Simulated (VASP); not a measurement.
# B (R-3m) in VASP: density of states with PBE

Aim: the density of states of B with PBE.

All numbers are computed with VASP 6.6.1; they aren't measurements. Logs are shortened: lines on timing, memory, paths and dates and some standing lists are left out, and cuts for length are marked.

## Step 1: The structure

It takes space group R-3m (No. 166, trigonal). The conventional cell has a = 4.899 Å, b = 4.899 Å, c = 12.546 Å, α = 90.00°, β = 90.00°, γ = 120.00°. B (site symmetry m) has 6 B at 1.67 to 1.80 Å as nearest neighbours. B (site symmetry m) is surrounded by 7 B at 1.78 to 2.01 Å.

## Step 2: Density of states, PBE

POSCAR reads:

```
B
1.0
    2.4494006869      1.4141621459      4.1819462716
   -2.4494006869      1.4141621459      4.1819462716
    0.0000000000     -2.8283242918      4.1819462716
B
12
Direct
    0.0102804585      0.6540715308      0.0102804585
    0.0102804585      0.0102804585      0.6540715308
    0.6540715308      0.0102804585      0.0102804585
    0.9897195415      0.3459284692      0.9897195415
    0.9897195415      0.9897195415      0.3459284692
    0.3459284692      0.9897195415      0.9897195415
    0.2210347522      0.6306084650      0.2210347522
    0.2210347522      0.2210347522      0.6306084650
    0.6306084650      0.2210347522      0.2210347522
    0.7789652478      0.3693915350      0.7789652478
    0.7789652478      0.7789652478      0.3693915350
    0.3693915350      0.7789652478      0.7789652478
```

INCAR.step1 reads:

```
SYSTEM = B
ALGO     = Fast           ! electronic algorithm
EDIFF    = 1E-7           ! SCF threshold, eV
ENCUT    = 520            ! plane-wave cutoff, eV
GGA      = PE             ! functional
ISIF     = 2              ! what is computed and relaxed
ISMEAR   = 0              ! smearing method
LASPH    = .TRUE.         ! aspherical terms in the spheres
LCHARG   = .TRUE.         ! write CHGCAR
LREAL    = .FALSE.        ! projectors in reciprocal space
LWAVE    = .FALSE.        ! write WAVECAR
NBANDS   = 30             ! bands
NELM     = 100            ! most SCF steps
PREC     = Accurate       ! precision mode
SIGMA    = 0.05           ! smearing width, eV
```

KPOINTS.step1 reads:

```
k-points
0
G
  8 8 8
  0 0 0
```

INCAR.step2 reads:

```
SYSTEM = B
ALGO     = Fast           ! electronic algorithm
EDIFF    = 1E-7           ! SCF threshold, eV
ENCUT    = 520            ! plane-wave cutoff, eV
GGA      = PE             ! functional
ICHARG   = 11             ! starting density
ISIF     = 2              ! what is computed and relaxed
ISMEAR   = -5             ! smearing method
LASPH    = .TRUE.         ! aspherical terms in the spheres
LCHARG   = .FALSE.        ! write CHGCAR
LORBIT   = 11             ! projections on sites
LREAL    = .FALSE.        ! projectors in reciprocal space
LWAVE    = .FALSE.        ! write WAVECAR
NEDOS    = 2001           ! points of the DOS
NELM     = 100            ! most SCF steps
PREC     = Accurate       ! precision mode
SIGMA    = 0.05           ! smearing width, eV
```

KPOINTS.step2 reads:

```
k-points
0
G
  12 12 12
  0 0 0
```

Potentials or basis: VASP PAW PBE potentials, release 64 (B).

Run with:

```
> cat potpaw_PBE.64/B/POTCAR > POTCAR
> cp INCAR.step1 INCAR
> cp KPOINTS.step1 KPOINTS
> mpirun -np 1 vasp_std > vasp.out
> cp INCAR.step2 INCAR
> cp KPOINTS.step2 KPOINTS
> mpirun -np 1 vasp_std > vasp.out
```

OUTCAR:

```text
SYSTEM = B
   EDIFF = 1E-7
   ENCUT = 520
   GGA = PE
   ICHARG = 11
   ISIF = 2
   ISMEAR = -5
   LASPH = .TRUE.
   LORBIT = 11
   LREAL = .FALSE.
   NELM = 100
   PREC = Accurate

 ion  position               nearest neighbor table
   1  0.010  0.654  0.010-   4 1.67   2 1.74   3 1.74   7 1.79  12 1.80  11 1.80
   2  0.010  0.010  0.654-   5 1.67   3 1.74   1 1.74   8 1.79  10 1.80  12 1.80
   3  0.654  0.010  0.010-   6 1.67   2 1.74   1 1.74   9 1.79  10 1.80  11 1.80
   4  0.990  0.346  0.990-   1 1.67   5 1.74   6 1.74  10 1.79   9 1.80   8 1.80
   5  0.990  0.990  0.346-   2 1.67   4 1.74   6 1.74  11 1.79   9 1.80   7 1.80
   6  0.346  0.990  0.990-   3 1.67   5 1.74   4 1.74  12 1.79   7 1.80   8 1.80
   7  0.221  0.631  0.221-  12 1.78  11 1.78   1 1.79   6 1.80   5 1.80   8 2.01   9 2.01
   8  0.221  0.221  0.631-  10 1.78  12 1.78   2 1.79   4 1.80   6 1.80   7 2.01   9 2.01
   9  0.631  0.221  0.221-  10 1.78  11 1.78   3 1.79   4 1.80   5 1.80   8 2.01   7 2.01
  10  0.779  0.369  0.779-   9 1.78   8 1.78   4 1.79   3 1.80   2 1.80  11 2.01  12 2.01
  11  0.779  0.779  0.369-   7 1.78   9 1.78   5 1.79   3 1.80   1 1.80  10 2.01  12 2.01
  12  0.369  0.779  0.779-   7 1.78   8 1.78   6 1.79   1 1.80   2 1.80  11 2.01  10 2.01

  LATTYP: Found a trigonal (rhomboedric) cell.
 ALAT       =     5.0485733548
 COS(alpha) =     0.5292261572

  Lattice vectors:

 A1 = (   2.4494006869,   1.4141621459,   4.1819462716)
 A2 = (  -2.4494006869,   1.4141621459,   4.1819462716)
 A3 = (   0.0000000000,  -2.8283242918,   4.1819462716)

Analysis of symmetry for initial positions (statically):
=====================================================================
 Subroutine PRICEL returns:
 Original cell was already a primitive cell.

 Routine SETGRP: Setting up the symmetry group for a
 trigonal (rhombohedral) supercell.

 Subroutine GETGRP returns: Found 12 space group operations
 (whereof 12 operations were pure point group operations)
 out of a pool of 12 trial point group operations.

The static configuration has the point symmetry D_3d.

Analysis of symmetry for dynamics (positions and initial velocities):
=====================================================================
 Subroutine PRICEL returns:
 Original cell was already a primitive cell.

 Routine SETGRP: Setting up the symmetry group for a
 trigonal (rhombohedral) supercell.

 Subroutine GETGRP returns: Found 12 space group operations
 (whereof 12 operations were pure point group operations)
 out of a pool of 12 trial point group operations.

The dynamic configuration has the point symmetry D_3d.

 Subroutine INISYM returns: Found 12 space group operations
 (whereof 12 operations are pure point group operations),
 and found     1 'primitive' translations

----------------------------------------------------------------------------------------

                                     Primitive cell

  volume of cell :      86.9138

  direct lattice vectors                    reciprocal lattice vectors
     2.449400687  1.414162146  4.181946272     0.204131567  0.117855415  0.079707703
    -2.449400687  1.414162146  4.181946272    -0.204131567  0.117855415  0.079707703
     0.000000000 -2.828324292  4.181946272     0.000000000 -0.235710830  0.079707703

  length of vectors
     5.048573355  5.048573355  5.048573355     0.248823056  0.248823056  0.248823056

  position of ions in fractional coordinates (direct lattice)
     0.010280458  0.654071531  0.010280458
     0.010280458  0.010280458  0.654071531
     0.654071531  0.010280458  0.010280458
     0.989719542  0.345928469  0.989719542
     0.989719542  0.989719542  0.345928469
     0.345928469  0.989719542  0.989719542
     0.221034752  0.630608465  0.221034752
     0.221034752  0.221034752  0.630608465
     0.630608465  0.221034752  0.221034752
     0.778965248  0.369391535  0.778965248
     0.778965248  0.778965248  0.369391535
     0.369391535  0.778965248  0.778965248

  ion indices of the primitive-cell ions
   primitive index   ion index
                 1           1
                 2           2
                 3           3
                 4           4
                 5           5
                 6           6
                 7           7
                 8           8
                 9           9
                10          10
                11          11
                12          12
[... 26 lines left out ...]

 Found    189 irreducible k-points:

 Following reciprocal coordinates:
            Coordinates               Weight
  0.000000  0.000000  0.000000      1.000000
  0.083333 -0.000000 -0.000000      6.000000
  0.166667  0.000000 -0.000000      6.000000
  0.250000 -0.000000 -0.000000      6.000000
  0.333333 -0.000000 -0.000000      6.000000
  0.416667  0.000000 -0.000000      6.000000
[... 16 lines left out ...]
  0.500000  0.166667 -0.000000     12.000000
 -0.416667  0.166667  0.000000     12.000000
 [... further k-points ...]
   k-points           NKPTS =    189   k-points in BZ     NKDIM =    189   number of bands    NBANDS=     25
   number of dos      NEDOS =   2001   number of ions     NIONS =     12
   total plane-waves  NPLWV =  64000
   dimension x,y,z NGX =    40 NGY =   40 NGZ =   40
   dimension x,y,z NGXF=    80 NGYF=   80 NGZF=   80
   ions per type =              12
   NGX,Y,Z   is equivalent  to a cutoff of  13.17, 13.17, 13.17 a.u.
   NGXF,Y,Z  is equivalent  to a cutoff of  26.34, 26.34, 26.34 a.u.
 SYSTEM =  B
   PREC   = accura    normal or accurate (medium, high low for compatibility)
   ISTART =      0    job   : 0-new  1-cont  2-samecut
   ICHARG =     11    charge: 1-file 2-atom 10-const
   ISPIN  =      1    spin polarized calculation?
   LNONCOLLINEAR =      F non collinear calculations
   LSORBIT =      F    spin-orbit coupling
   LASPH  =      T    aspherical Exc in radial PAW
   ENCUT  =  520.0 eV  38.22 Ry    6.18 a.u.   9.39  9.39  9.39*2*pi/ulx,y,z
   NELM   =    100;   NELMIN=  2; NELMDL=  0     # of ELM steps
   EDIFF  = 0.1E-06   stopping-criterion for ELM
   LREAL  =      F    real-space projection
   EDIFFG = 0.1E-05   stopping-criterion for IOM
   NSW    =      0    number of steps for IOM
   IBRION =     -1    ionic relax: 0-MD 1-quasi-New 2-CG
   NFREE  =      0    steps in history (QN), initial steepest desc. (CG)
   ISIF   =      2    stress and relaxation
   ISYM   =      2    0-nonsym 1-usesym 2-fastsym
   POTIM  = 0.5000    time-step for ionic-motion
   TEBEG  =    0.0;   TEEND  =   0.0 temperature during run
   PSTRESS=    0.0 pullay stress
   NELECT =      36.0000    total number of electrons
   NUPDOWN=      -1.0000    fix difference up-down
   EMIN   =  10.00;   EMAX   =-10.00  energy-range for DOS
   EFERMI =   0.00;   METHOD = LEGACY
   ISMEAR =    -5;   SIGMA  =   0.05  broadening in eV -4-tet -1-fermi 0-gaus
   EFERMI_NEDOS =   21; number of points for ismear=-14 and -15
   IALGO  =     68    algorithm
   IMIX   =      4    mixing-type and parameters
     AMIX     =   0.40;   BMIX     =  1.00
     AMIX_MAG =   1.60;   BMIX_MAG =  1.00
  volume/ion in A,a.u.               =       7.24        48.88
  Fermi-wavevector in a.u.,A,eV,Ry     =   1.220336  2.306101 20.262067  1.489220
  Thomas-Fermi vector in A             =   2.355557
   LORBIT       =     11    0 simple, 1 ext, 2 COOP (PROOUT), +10 PAW based schemes
   GGA     = PE    functional components
   LHFCALC =     F    Hartree Fock is set to
   AEXX    =    0.0000 exact exchange contribution
   IVDW    =     0    specifies the selected vdW correction
   LEPSILON=     F    determine dielectric tensor
   LRPA    =     F    only Hartree local field effects (RPA)
 non-spin polarized calculation
 RMM-DIIS sequential band-by-band and
 Fermi weights with tetrahedron method with Bloechl corrections
  energy-cutoff  :      520.00
  volume of cell :       86.91
 maximum number of plane-waves:      2367
 NGX is ok and might be reduce to    40

 number of electron      36.0000000 magnetization

 Free energy of the ion-electron system (eV)
  ---------------------------------------------------
  ext. energy  EPLUGINS =         0.00000000
  ---------------------------------------------------
  free energy    TOTEN  =       -80.45855848 eV

  energy without entropy =      -80.45855848  energy(sigma->0) =      -80.45855848

 E-fermi :   5.9218     XC(G=0): -11.5560

 val. band max:        5.9088445418   @ k =   0.5000   0.5000   0.5000
 cond. band min:       7.3466460359   @ k =  -0.3333  -0.3333   0.2500
 fundamental gap:      1.4378014940
 Fermi energy:         5.9217872408

 k-point     1 :       0.0000    0.0000    0.0000
  band No.  band energies     occupation
      1     -10.2702      2.00000
      2      -4.5333      2.00000
      3      -4.2805      2.00000
      4      -4.2805      2.00000
      5      -3.2131      2.00000
      6      -2.5664      2.00000
[... 661 lines left out ...]
     24      11.9849      0.00000
     25      12.1007      0.00000

 [... further k-points ...]
[... 5 lines left out ...]
  --------------------------------------------------------------------------------------
  -------------------------------------------------------------------------------------
  Total        0.0364911      0.0364911      0.0385835      0.0000000      0.0000000      0.0000000
  in kB        0.6726808      0.6726808      0.7112528      0.0000000      0.0000000      0.0000000
  external PRESSURE =       0.6855381 kB  Pullay stress =       0.0000000 kB

 VOLUME and BASIS-vectors are now :
 -----------------------------------------------------------------------------
  energy-cutoff  :      520.00
  volume of cell :       86.91
      direct lattice vectors                 reciprocal lattice vectors
     2.449400687  1.414162146  4.181946272     0.204131567  0.117855415  0.079707703
    -2.449400687  1.414162146  4.181946272    -0.204131567  0.117855415  0.079707703
     0.000000000 -2.828324292  4.181946272     0.000000000 -0.235710830  0.079707703

 POSITION                                       TOTAL-FORCE (eV/Angst)
 -----------------------------------------------------------------------------------
     -1.57690      0.91042      2.82128         0.007424     -0.004286     -0.009356
      0.00000     -1.82085      2.82128         0.000000      0.008572     -0.009356
      1.57690      0.91042      2.82128        -0.007424     -0.004286     -0.009356
      1.57690     -0.91042      9.72456        -0.007424      0.004286      0.009356
      0.00000      1.82085      9.72456         0.000000     -0.008572      0.009356
     -1.57690     -0.91042      9.72456         0.007424      0.004286      0.009356
     -1.00321      0.57920      4.48588         0.009738     -0.005622      0.003415
      0.00000     -1.15841      4.48588         0.000000      0.011245      0.003415
      1.00321      0.57920      4.48588        -0.009738     -0.005622      0.003415
      1.00321     -0.57920      8.05996        -0.009738      0.005622     -0.003415
      0.00000      1.15841      8.05996         0.000000     -0.011245     -0.003415
     -1.00321     -0.57920      8.05996         0.009738      0.005622     -0.003415
 -----------------------------------------------------------------------------------
    total drift:                                0.000000      0.000000      0.000000

  FREE ENERGIE OF THE ION-ELECTRON SYSTEM (eV)
  ---------------------------------------------------
  free  energy   TOTEN  =       -80.4585584769 eV

  energy  without entropy=      -80.4585584769  energy(sigma->0) =      -80.45855848

 total charge

# of ion       s       p       d       tot
------------------------------------------
    1        0.707   1.400   0.000   2.107
    2        0.707   1.400   0.000   2.107
    3        0.707   1.400   0.000   2.107
    4        0.707   1.400   0.000   2.107
    5        0.707   1.400   0.000   2.107
    6        0.707   1.400   0.000   2.107
    7        0.658   1.290   0.000   1.947
    8        0.658   1.290   0.000   1.947
    9        0.658   1.290   0.000   1.947
   10        0.658   1.290   0.000   1.947
   11        0.658   1.290   0.000   1.947
   12        0.658   1.290   0.000   1.947
--------------------------------------------------
tot          8.186  16.138   0.000  24.324
```

Run time: 5 min. Hardware: 1 thread of Intel Xeon Platinum 8488C (Sapphire Rapids), shared host; peak memory 0.41 GiB.

What came out:

```
Valence electrons inside the program's atomic spheres : B 2.11, 1.95
```

Levels at points of the mesh, in eV from the valence-band top:
```
           k point  band 15  band 16  band 17  band 18  band 19  band 20  band 21  band 22
(0.00, 0.00, 0.00)    -1.37    -0.84    -0.84    -0.35     1.50     4.54     4.54     4.73
(0.50, 0.00, 0.00)    -2.68    -1.93    -1.70    -0.59     1.95     3.21     3.65     4.87
(0.50, 0.50, 0.00)    -2.94    -2.58    -2.11    -1.92     1.47     2.68     2.83     3.51
(0.50, 0.50, 0.50)    -2.99    -1.87    -1.87     0.00     2.63     2.79     2.79     4.92
```

States per cell in windows of 0.5 eV (zero at the valence-band top; states under -8 eV left out):
```tsv
from (eV)	total	B7_p	B9_p	B10_p	B12_p	B8_p	B11_p
-8.0	1.46	0.05	0.05	0.05	0.05	0.05	0.05
-7.5	1.29	0.05	0.05	0.05	0.05	0.05	0.05
-7.0	1.49	0.06	0.06	0.06	0.06	0.06	0.06
-6.5	1.38	0.06	0.06	0.06	0.06	0.06	0.06
-6.0	1.70	0.08	0.08	0.08	0.08	0.08	0.08
-5.5	1.68	0.10	0.10	0.10	0.10	0.10	0.10
-5.0	0.63	0.03	0.03	0.03	0.03	0.03	0.03
-4.5	1.61	0.07	0.07	0.07	0.07	0.07	0.07
-4.0	2.30	0.09	0.09	0.09	0.09	0.09	0.09
-3.5	2.39	0.12	0.12	0.12	0.12	0.12	0.12
-3.0	2.08	0.08	0.08	0.08	0.08	0.08	0.08
-2.5	2.37	0.09	0.09	0.09	0.09	0.09	0.09
-2.0	2.43	0.09	0.09	0.09	0.09	0.09	0.09
-1.5	1.00	0.04	0.04	0.04	0.04	0.04	0.04
-1.0	0.56	0.03	0.03	0.03	0.03	0.03	0.03
-0.5	0.06	0.01	0.01	0.01	0.01	0.01	0.01
0.0	0.00	0.00	0.00	0.00	0.00	0.00	0.00
0.5	0.00	0.00	0.00	0.00	0.00	0.00	0.00
1.0	0.04	0.00	0.00	0.00	0.00	0.00	0.00
1.5	1.27	0.06	0.06	0.06	0.06	0.06	0.06
2.0	0.70	0.03	0.03	0.03	0.03	0.03	0.03
2.5	0.87	0.04	0.04	0.04	0.04	0.04	0.04
3.0	1.96	0.09	0.09	0.09	0.09	0.09	0.09
3.5	1.36	0.07	0.07	0.07	0.07	0.07	0.07
4.0	1.22	0.06	0.06	0.06	0.06	0.06	0.06
4.5	1.31	0.06	0.06	0.06	0.06	0.06	0.06
5.0	2.02	0.09	0.09	0.09	0.09	0.09	0.09
5.5	1.42	0.06	0.06	0.06	0.06	0.06	0.06
6.0	0.87	0.03	0.03	0.03	0.03	0.03	0.03
6.5	0.63	0.02	0.02	0.02	0.02	0.02	0.02
7.0	0.17	0.01	0.01	0.01	0.01	0.01	0.01
7.5	0.09	0.00	0.00	0.00	0.00	0.00	0.00
```
